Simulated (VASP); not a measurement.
# SiC in VASP 6.6.1, single-point calculation

INCAR

```
EDIFF = 1E-7
IBRION = -1
LWAVE = .FALSE.
LREAL = .FALSE.
ISIF = 2
ISMEAR = -1
SIGMA = 0.02
NELM = 120
ENCUT = 520
GGA = PE
PREC = Accurate
NBANDS = 20
LASPH = .TRUE.
NSW = 0
LCHARG = .FALSE.
```

KPOINTS

```
KPOINTS created by Atomic Simulation Environment
0
Gamma
12 12 6
0 0 0
```

POSCAR

```
Si C
 1.0000000000000000
     3.0446026829952308    0.0000000000000000    0.0000000000000000
    -1.5223013414976154    2.6367032679041302    0.0000000000000000
     0.0000000000000000    0.0000000000000000    5.0570496432000001
 Si  C
   2   2
Cartesian
 -0.0000000000000001  1.7578021786027533  0.0010603942616810
  1.5223013414976152  0.8789010893013767  2.5295852158616809
 -0.0000000000000001  1.7578021786027533  1.8953332219383190
  1.5223013414976152  0.8789010893013767  4.4238580435383188
```

The recommended PBE PAW datasets give the neutral cell 16 valence electrons.

Command

```
mpirun -np 1 vasp_std
```

**Question.** Predict the outcome of this run.

**Answer.** It converged. Results: gap between bands v and c on the k mesh 2.15 eV; least direct gap on the k mesh 4.10 eV; pressure 7.8 GPa; largest force 0.02 eV/Å. Band v is the last that the valence electrons fill when counted band by band, and c is the next.

OSZICAR

```
N       E                     dE             d eps       ncg     rms          rms(c)
DAV:   1     0.224148404408E+02    0.22415E+02   -0.68442E+03  3040   0.714E+02
DAV:   2    -0.316399204823E+02   -0.54055E+02   -0.50123E+02  4024   0.143E+02
DAV:   3    -0.338894914262E+02   -0.22496E+01   -0.22310E+01  3772   0.242E+01
DAV:   4    -0.339024855863E+02   -0.12994E-01   -0.12991E-01  3556   0.225E+00
DAV:   5    -0.339025698170E+02   -0.84231E-04   -0.84230E-04  3592   0.175E-01    0.128E+01
DAV:   6    -0.301719311269E+02    0.37306E+01   -0.45617E+00  3264   0.127E+01    0.571E+00
DAV:   7    -0.300881859977E+02    0.83745E-01   -0.10004E+00  3772   0.525E+00    0.255E+00
DAV:   8    -0.300709883565E+02    0.17198E-01   -0.35367E-02  3316   0.108E+00    0.606E-01
DAV:   9    -0.300698650694E+02    0.11233E-02   -0.49273E-03  3580   0.438E-01    0.118E-01
DAV:  10    -0.300701835340E+02   -0.31846E-03   -0.99288E-04  3500   0.152E-01    0.564E-02
DAV:  11    -0.300702058865E+02   -0.22352E-04   -0.52899E-05  3520   0.455E-02    0.172E-02
DAV:  12    -0.300702064751E+02   -0.58861E-06   -0.68290E-06  3488   0.139E-02    0.572E-03
DAV:  13    -0.300702069869E+02   -0.51178E-06   -0.88590E-07  3548   0.523E-03    0.256E-03
DAV:  14    -0.300702069786E+02    0.82669E-08   -0.47440E-08  1968   0.122E-03
   1 F= -.30070207E+02 E0= -.30070207E+02  d E =-.140136E-12
```

Standard output (part)

```
POSCAR found type information on POSCAR SiC
 POSCAR found :  2 types and       4 ions
 LDA part: xc-table for (Slater+PW92), standard interpolation
 POSCAR, INCAR and KPOINTS ok, starting setup
 WAVECAR not read
 entering main loop
```

For comparison, a separate PBE run of the intended cell, on usual settings and not on those above, gives a gap of 2.15 eV on its mesh and a pressure of 7.8 GPa.
